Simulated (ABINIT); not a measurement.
# NiO (Pm-3m) in ABINIT: single point with PBEsol

Aim: the single point of NiO with PBEsol.

Program: ABINIT 10.8.3 (patched build). These are calculated values, not measurements. Logs are shortened: lines on timing, memory, paths and dates and some standing lists are left out, and cuts for length are marked. The log counts tension as positive stress, the text compression.

### 1 The undisturbed crystal

It takes space group Pm-3m (No. 221, cubic). The conventional cell has a = 2.505 Å, b = 2.505 Å, c = 2.505 Å, α = 90.00°, β = 90.00°, γ = 90.00°. Around Ni (site symmetry m-3m) lie 8 O at 2.17 Å. O (site symmetry m-3m) has 8 Ni at 2.17 Å as nearest neighbours.

Measurements of this composition are mostly on another form, of space group No. 225.

### 2 Single point, PBEsol, collinear spin, ferromagnetic start (cell stretched)

run.abi reads:

```
# Pseudopotentials
pp_dirpath "./"
pseudos "Ni.upf, O.upf"

# Structure
acell 3*1.0 Angstrom
rprim
     2.5375746252     0.0000000000     0.0000000000
     0.0000000000     2.5375746252     0.0000000000
     0.0000000000     0.0000000000     2.5375746252
ntypat 2
znucl 28 8
natom 2
typat 1 2
xred
     0.0000000000     0.0000000000     0.0000000000
     0.5000000000     0.5000000000     0.5000000000
chkprim 0
chksymtnons 0
tolsym 1.0e-6

# Plane-wave basis
ecut 52.0

# k points
kptopt 1
ngkpt 8 8 8
nshiftk 1
shiftk 0.0 0.0 0.0

# Exchange and correlation
ixc -116133

# Bands and occupations
nband 17
occopt 3
tsmear 0.05 eV

# Spin
nsppol 2
spinat
     0.0000000000     0.0000000000     1.0000000000
     0.0000000000     0.0000000000     0.0000000000

# SCF cycle
nstep 100
tolvrs 1.0e-10

# Output
iomode 3
prtwf 0
prteig 0
prtebands 0
prtden 1
prtvha 1
prtvclmb 1
prtpot 1
```

Potentials or basis: PseudoDojo NC SR PBEsol v0.4 stringent.

Run with:

```sh
> abinit run.abi > log 2>&1
```

run.abo:

```text
.Version 10.8.3 of ABINIT
 Symmetries : space group Pm -3 m (#221); Bravais cP (primitive cubic)
================================================================================
 Values of the parameters that define the memory need of the present run
     intxc =       0    ionmov =       0      iscf =       7    lmnmax =       6
     lnmax =       6     mgfft =      32  mpssoang =       3    mqgrid =    3001
     natom =       2  nloc_mem =       1    nspden =       2   nspinor =       1
    nsppol =       2      nsym =      48    n1xccc =    2501    ntypat =       2
    occopt =       3   xclevel =       2
       mpw =        2000          nfft =       32768          nkpt =          35
================================================================================
================================================================================

--------------------------------------------------------------------------------
------------- Echo of variables that govern the present computation ------------
--------------------------------------------------------------------------------
 -outvars: echo values of preprocessed input variables --------
            acell      1.8897261259E+00  1.8897261259E+00  1.8897261259E+00 Bohr
              amu      5.86900000E+01  1.59994000E+01
          chkprim           0
      chksymtnons           0
             ecut      5.20000000E+01 Hartree
              ixc     -116133
         kptrlatt        8    0    0      0    8    0      0    0    8
          kptrlen      3.83625685E+01
            natom           2
            nband          17
            ngfft          32      32      32
             nkpt          35
           nspden           2
           nsppol           2
            nstep         100
             nsym          48
           ntypat           2
           occopt           3
        prtebands           0
           prteig           0
           prtpot           1
         prtvclmb           1
           prtvha           1
            prtwf           0
            rprim      2.5375746252E+00  0.0000000000E+00  0.0000000000E+00
                       0.0000000000E+00  2.5375746252E+00  0.0000000000E+00
                       0.0000000000E+00  0.0000000000E+00  2.5375746252E+00
          spgroup         221
           spinat      0.0000000000E+00  0.0000000000E+00  1.0000000000E+00
                       0.0000000000E+00  0.0000000000E+00  0.0000000000E+00
           tolsym      1.00000000E-06
           tolvrs      1.00000000E-10
           tsmear      1.83746611E-03 Hartree
            typat      1  2
           xangst      0.0000000000E+00  0.0000000000E+00  0.0000000000E+00
                       1.2687873126E+00  1.2687873126E+00  1.2687873126E+00
            xcart      0.0000000000E+00  0.0000000000E+00  0.0000000000E+00
                       2.3976605328E+00  2.3976605328E+00  2.3976605328E+00
             xred      0.0000000000E+00  0.0000000000E+00  0.0000000000E+00
                       5.0000000000E-01  5.0000000000E-01  5.0000000000E-01
            znucl       28.00000    8.00000

================================================================================

 chkinp: Checking input parameters for consistency.

================================================================================
== DATASET  1 ==================================================================

--- !DatasetInfo
iteration_state: {dtset: 1, }
dimensions: {natom: 2, nkpt: 35, mband: 17, nsppol: 2, nspinor: 1, nspden: 2, mpw: 2000, }
cutoff_energies: {ecut:  52.0, pawecutdg:  -1.0, }
electrons: {nelect:   2.40000000E+01, charge:   0.00000000E+00, occopt:   3.00000000E+00, tsmear:   1.83746611E-03, }
meta: {optdriver: 0, ionmov: 0, optcell: 0, iscf: 7, paral_kgb: 0, }
...

 Real(R)+Recip(G) space primitive vectors, cartesian coordinates (Bohr,Bohr^-1):
 R(1)=  4.7953211  0.0000000  0.0000000  G(1)=  0.2085366  0.0000000  0.0000000
 R(2)=  0.0000000  4.7953211  0.0000000  G(2)=  0.0000000  0.2085366  0.0000000
 R(3)=  0.0000000  0.0000000  4.7953211  G(3)=  0.0000000  0.0000000  0.2085366
 Unit cell volume ucvol=  1.1026891E+02 bohr^3
 Angles (23,13,12)=  9.00000000E+01  9.00000000E+01  9.00000000E+01 degrees

 getcut: wavevector=  0.0000  0.0000  0.0000  ngfft=  32  32  32
         ecut(hartree)=     52.000   => boxcut(ratio)=   2.05573

--- Pseudopotential description ------------------------------------------------
- pspini: atom type   1  psp file is ./Ni.upf
12 -116133 2 -1 1356                          pspcod,pspxc,lmax,lloc,mmax
     nproj     2     2     2

- pspini: atom type   2  psp file is ./O.upf
12 -116133 2 -1 936                           pspcod,pspxc,lmax,lloc,mmax
     nproj     2     2     1

   6.08032488E+02                                ecore*ucvol(ha*bohr**3)
--------------------------------------------------------------------------------

================================================================================

--- !BeginCycle
iteration_state: {dtset: 1, }
solver: {iscf: 7, nstep: 100, nline: 4, wfoptalg: 0, }
tolerances: {tolvrs: 1.00E-10, }
...

     iter   Etot(hartree)      deltaE(h)  residm     vres2   difmagsph maxmagsph
 ETOT  1  -185.27234375403    -1.853E+02 6.509E-01 2.708E+02 7.703E-01 7.703E-01
 ETOT  2  -185.02378347955     2.486E-01 2.009E-01 3.801E+03 6.066E-01 1.637E-01
 ETOT  3  -185.46618907950    -4.424E-01 2.949E-02 7.564E+01 5.459E-01 7.097E-01
 ETOT  4  -185.47969678815    -1.351E-02 6.792E-03 5.771E+00 6.643E-02 6.432E-01
 ETOT  5  -185.48047133946    -7.746E-04 1.801E-03 4.770E-02 4.155E-02 6.848E-01
 ETOT  6  -185.48049322750    -2.189E-05 5.401E-04 2.782E-02 1.518E-02 7.000E-01
 ETOT  7  -185.48050065027    -7.423E-06 1.175E-04 5.036E-02 1.779E-02 7.178E-01
 ETOT  8  -185.48050856489    -7.915E-06 6.245E-05 8.124E-03 1.164E-02 7.294E-01
 ETOT  9  -185.48051085089    -2.286E-06 6.138E-05 6.085E-04 1.240E-02 7.418E-01
 ETOT 10  -185.48051128571    -4.348E-07 3.145E-05 2.656E-05 8.684E-03 7.505E-01
 ETOT 11  -185.48051131237    -2.666E-08 3.722E-05 3.627E-07 2.911E-03 7.534E-01
 ETOT 12  -185.48051131243    -6.665E-11 1.838E-05 3.584E-08 3.221E-05 7.534E-01
 ETOT 13  -185.48051131244    -5.599E-12 2.231E-05 7.842E-11 4.709E-05 7.535E-01

 At SCF step   13       vres2   =  7.84E-11 < tolvrs=  1.00E-10 =>converged.

 Cartesian components of stress tensor (hartree/bohr^3)
  sigma(1 1)= -7.68170424E-05  sigma(3 2)=  0.00000000E+00
  sigma(2 2)= -7.68170424E-05  sigma(3 1)=  0.00000000E+00
  sigma(3 3)= -7.68170424E-05  sigma(2 1)=  0.00000000E+00

--- !ResultsGS
iteration_state: {dtset: 1, }
comment   : Summary of ground state results
lattice_vectors:
- [  4.7953211,   0.0000000,   0.0000000, ]
- [  0.0000000,   4.7953211,   0.0000000, ]
- [  0.0000000,   0.0000000,   4.7953211, ]
lattice_lengths: [   4.79532,    4.79532,    4.79532, ]
lattice_angles: [ 90.000,  90.000,  90.000, ] # degrees, (23, 13, 12)
lattice_volume:   1.1026891E+02
convergence: {deltae: -5.599E-12, res2:  7.842E-11, residm:  2.231E-05, diffor: null, }
etotal    :  -1.85480511E+02
entropy   :   0.00000000E+00
fermie    :   3.73556018E-01
cartesian_stress_tensor: # hartree/bohr^3
- [ -7.68170424E-05,   0.00000000E+00,   0.00000000E+00, ]
- [  0.00000000E+00,  -7.68170424E-05,   0.00000000E+00, ]
- [  0.00000000E+00,   0.00000000E+00,  -7.68170424E-05, ]
pressure_GPa:   2.2600E+00
xred      :
- [  0.0000E+00,   0.0000E+00,   0.0000E+00, Ni]
- [  5.0000E-01,   5.0000E-01,   5.0000E-01,  O]
cartesian_forces: # hartree/bohr
- [ -0.00000000E+00,  -0.00000000E+00,  -0.00000000E+00, ]
- [ -0.00000000E+00,  -0.00000000E+00,  -0.00000000E+00, ]
force_length_stats: {min:   0.00000000E+00, max:   0.00000000E+00, mean:   0.00000000E+00, }
...

 Integrated electronic and magnetization densities in atomic spheres:
 ------------------------------------------------------------------------------------------------------------
 Radius=ratsph(iatom), smearing ratsm=  0.0000. Diff(up-dn)=approximate z local magnetic moment.
    Atom    Radius    up_density   dn_density  Total(up+dn)  Diff(up-dn)
    1 Ni   2.00000     8.503954     7.750487     16.254441     0.753467
    2  O   2.00000     3.148872     2.936071      6.084942     0.212801
 ------------------------------------------------------------------------------------------------------------
  Sum:                11.652826    10.686558     22.339383     0.966268
 Total magnetization (from the atomic spheres):                0.966268
 Total magnetization (exact up - dn):                          0.950767

================================================================================

 ----iterations are completed or convergence reached----

 Mean square residual over all n,k,spin=   37.908E-09; max=  22.306E-06
 reduced coordinates (array xred) for    2 atoms
       0.000000000000      0.000000000000      0.000000000000
       0.500000000000      0.500000000000      0.500000000000
 rms dE/dt=  0.0000E+00; max dE/dt=  0.0000E+00; dE/dt below (all hartree)
    1       0.000000000000      0.000000000000      0.000000000000
    2       0.000000000000      0.000000000000      0.000000000000

 cartesian coordinates (angstrom) at end:
    1      0.00000000000000     0.00000000000000     0.00000000000000
    2      1.26878731260000     1.26878731260000     1.26878731260000

 cartesian forces (hartree/bohr) at end:
    1     -0.00000000000000    -0.00000000000000    -0.00000000000000
    2     -0.00000000000000    -0.00000000000000    -0.00000000000000
 frms,max,avg= 0.0000000E+00 0.0000000E+00   0.000E+00  0.000E+00  0.000E+00 h/b

 cartesian forces (eV/Angstrom) at end:
    1     -0.00000000000000    -0.00000000000000    -0.00000000000000
    2     -0.00000000000000    -0.00000000000000    -0.00000000000000
 frms,max,avg= 0.0000000E+00 0.0000000E+00   0.000E+00  0.000E+00  0.000E+00 e/A
 length scales=  1.889726125908  1.889726125908  1.889726125908 bohr
              =  1.000000000000  1.000000000000  1.000000000000 angstroms
 Fermi (or HOMO) energy (hartree) =   0.37356   Average Vxc (hartree)=  -0.52249
 Magnetization (Bohr magneton)=  9.50766942E-01
 Total spin up =  1.24753835E+01   Total spin down =  1.15246165E+01
 Eigenvalues (hartree) for nkpt=  35  k points, SPIN UP:
 kpt#   1, nband= 17, wtk=  0.00195, kpt=  0.0000  0.0000  0.0000 (reduced coord)
  -3.42721   -1.97613   -1.97613   -1.97613   -0.39333    0.23956    0.23956    0.26706
   0.26706    0.26706    0.32281    0.32281    0.32281    0.42634    0.96783    0.96783
   1.15780
      occupation numbers for kpt#   1
   1.00000    1.00000    1.00000    1.00000    1.00000    1.00000    1.00000    1.00000
   1.00000    1.00000    1.00000    1.00000    1.00000    0.00000    0.00000    0.00000
   0.00000
 prteigrs : prtvol=0 or 1, do not print more k-points.

 Eigenvalues (hartree) for nkpt=  35  k points, SPIN DOWN:
 kpt#   1, nband= 17, wtk=  0.00195, kpt=  0.0000  0.0000  0.0000 (reduced coord)
  -3.39659   -1.94423   -1.94423   -1.94423   -0.38233    0.26311    0.26311    0.28077
   0.28077    0.28077    0.35446    0.35446    0.35446    0.43383    0.97467    0.97467
   1.16538
      occupation numbers for kpt#   1
   1.00000    1.00000    1.00000    1.00000    1.00000    1.00000    1.00000    1.00000
   1.00000    1.00000    0.99997    0.99997    0.99997    0.00000    0.00000    0.00000
   0.00000
 prteigrs : prtvol=0 or 1, do not print more k-points.

--- !EnergyTerms
iteration_state     : {dtset: 1, }
comment             : Components of total free energy in Hartree
kinetic             :  9.26637305163567E+01
hartree             :  5.19891327644216E+01
xc                  : -2.57716283414255E+01
Ewald energy        : -1.24563636696700E+02
psp_core            :  5.51408827128778E+00
local_psp           : -1.54584160435372E+02
non_local_psp       : -3.07271677316472E+01
internal            : -1.85479641653079E+02
'-kT*entropy'       : -8.69659361170764E-04
total_energy        : -1.85480511312441E+02
total_energy_eV     : -5.04718183442487E+03
band_energy         : -1.55977456336092E+01
...

 Cartesian components of stress tensor (hartree/bohr^3)
  sigma(1 1)= -7.68170424E-05  sigma(3 2)=  0.00000000E+00
  sigma(2 2)= -7.68170424E-05  sigma(3 1)=  0.00000000E+00
  sigma(3 3)= -7.68170424E-05  sigma(2 1)=  0.00000000E+00

-Cartesian components of stress tensor (GPa)         [Pressure=  2.2600E+00 GPa]
- sigma(1 1)= -2.26003541E+00  sigma(3 2)=  0.00000000E+00
- sigma(2 2)= -2.26003541E+00  sigma(3 1)=  0.00000000E+00
- sigma(3 3)= -2.26003541E+00  sigma(2 1)=  0.00000000E+00

== END DATASET(S) ==============================================================
================================================================================

 -outvars: echo values of variables after computation  --------
            acell      1.8897261259E+00  1.8897261259E+00  1.8897261259E+00 Bohr
           etotal     -1.8548051131E+02
            fcart     -0.0000000000E+00 -0.0000000000E+00 -0.0000000000E+00
                      -0.0000000000E+00 -0.0000000000E+00 -0.0000000000E+00
            rprim      2.5375746252E+00  0.0000000000E+00  0.0000000000E+00
                       0.0000000000E+00  2.5375746252E+00  0.0000000000E+00
                       0.0000000000E+00  0.0000000000E+00  2.5375746252E+00
           strten     -7.6817042385E-05 -7.6817042385E-05 -7.6817042385E-05
                       0.0000000000E+00  0.0000000000E+00  0.0000000000E+00
           xangst      0.0000000000E+00  0.0000000000E+00  0.0000000000E+00
                       1.2687873126E+00  1.2687873126E+00  1.2687873126E+00
             xred      0.0000000000E+00  0.0000000000E+00  0.0000000000E+00
                       5.0000000000E-01  5.0000000000E-01  5.0000000000E-01
 Calculation completed.
```

It took 43 s on 1 thread of AMD EPYC 9R45 (Zen 5), shared host; peak memory 0.1 GiB.

What came out:

- Free energy: -5047.1818 eV
- Pressure: 2.3 GPa
- Band gap on the k mesh: none (metal or under the smearing width)
- Net moment: 0.95 μB per cell
- Site moments: Ni +0.75; O +0.21 μB
- Valence electrons inside the program's atomic spheres: Ni 16.25; O 6.08

Caveat: small starting moments can end in a higher magnetic state in this program; a cell with one magnetic atom can't hold antiferromagnetic order, which such compounds often take; semilocal functionals often make such compounds metallic where correlation or magnetic order opens a gap, which also shifts bond lengths.
